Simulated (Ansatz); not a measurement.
Crystal: AlPt.

```
Pt Al
1.0
     4.87893    0.00000    0.00000
     0.00000    4.87893    0.00000
     0.00000    0.00000    4.87893
Pt Al
4 4
Cartesian
  4.1224 3.1960 1.6829
  3.1960 1.6829 4.1224
  1.6829 4.1224 3.1960
  0.7565 0.7565 0.7565
  0.7610 1.6785 3.2004
  1.6785 3.2004 0.7610
  3.2004 0.7610 1.6785
  4.1180 4.1180 4.1180
```

The cell is a database's computed one.

Base run:

- Program: Ansatz 0.2.0
- Functional: PBEsol
- Potentials or basis: Ansatz PAW
- Cutoff: 420 eV (not typed: the program's choice for these potentials)
- k mesh: 5 × 5 × 5
- Occupations: fermi-dirac, width 0.05 eV
- Spin: no spin polarisation
- Hubbard terms: Pt d U = 4 eV

Its results: band gap on the k mesh none (metal or under the smearing width); pressure -0.8 GPa; largest force 0.023 eV/Å.

Problem. The run is repeated on the same cell with these changes: hubbard terms from Pt d U = 4 eV to Pt d U = 8 eV. What comes out?

Solution. Band gap on the k mesh none (metal or under the smearing width); pressure 0.5 GPa; largest force 0.023 eV/Å.

Caveats: U without spin polarisation on a metal has little footing; the PAW data sets come from PBE, with cores solved anew for the run's functional, which leaves a small shift of forces and pressure; the U is typed as a test and isn't derived for this compound.
